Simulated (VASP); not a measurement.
TiN (Osbornite), 2 atoms in the cell. It takes space group Fm-3m (No. 225, cubic). Conventional cell: a = 4.206 Å, b = 4.206 Å, c = 4.206 Å, α = 90.00°, β = 90.00°, γ = 90.00°. Ti (site symmetry m-3m) is surrounded by 6 N at 2.10 Å. Around N (site symmetry m-3m) lie 6 Ti at 2.10 Å. 

- Program: VASP 6.6.1
- Task: band structure
- Functional: r2SCAN
- Potentials or basis: VASP PAW PBE potentials, release 64 (Ti_sv, N)
- Cutoff: 520 eV
- k mesh: 16 × 16 × 16
- Occupations: methfessel-paxton, width 0.1 eV
- Spin: no spin polarisation
- Further INCAR settings: ALGO = Normal; EDIFF = 1e-06; NBANDS = 16

Potentials or basis: VASP PAW PBE potentials, release 64 (Ti_sv, N).

Command:

```console
$ cat potpaw_PBE.64/Ti_sv/POTCAR potpaw_PBE.64/N/POTCAR > POTCAR
$ mpirun -np 1 vasp_std > vasp.out
```

Hardware: 1 thread of Intel(R) Xeon(R) Platinum 8375C CPU @ 2.90GHz (Ice Lake) (shared host).

Problem. Estimate the wall time of this run.

Solution. Run time: 4.3 min on 1 thread of Intel(R) Xeon(R) Platinum 8375C CPU @ 2.90GHz (Ice Lake) (shared host), peak memory 0.2 GiB. Counts: scf iterations 39, k points 145.
